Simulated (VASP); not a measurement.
Runs of VASP 6.6.1 on Pd. The cell holds a slab with vacuum, 16 atoms: a = 5.501 Å, b = 5.501 Å, c = 23.238 Å, α = 90.00°, β = 90.00°, γ = 60.00°. The cell was built by a generator and needn't be a form met in nature.

```csv
task,level,cell,atoms held fixed (from 0),gap on the mesh (eV),largest force (eV/Å)
single point,RPBE,"P3m1, 38.07 Å³/atom",-,none,0.50
single point,PBE,"P3m1, 38.07 Å³/atom",-,none,(a)
relaxation of the atoms,PBE+D3(BJ),atoms relaxed,"[0, 1, 2, 3, 4, 5, 6, 7]",none,-
single point,RPBE+D3(BJ),"P3m1, 38.07 Å³/atom",-,none,1.11
```

Alike in all rows: potentials or basis VASP PAW PBE potentials, release 64 (Pd); no spin polarisation; k mesh 6 × 6 × 1; cutoff (eV) 400; smearing methfessel-paxton 0.1 eV.

Fill in the values left out.

(a) 0.30.

Caveats: the PAW data sets were made with another functional, which shifts forces and pressure a little (some runs).

A k mesh can miss the band edges, and the runs leave out spin-orbit coupling on Pd.

A gap of «none» marks a metal or a gap under the smearing width.
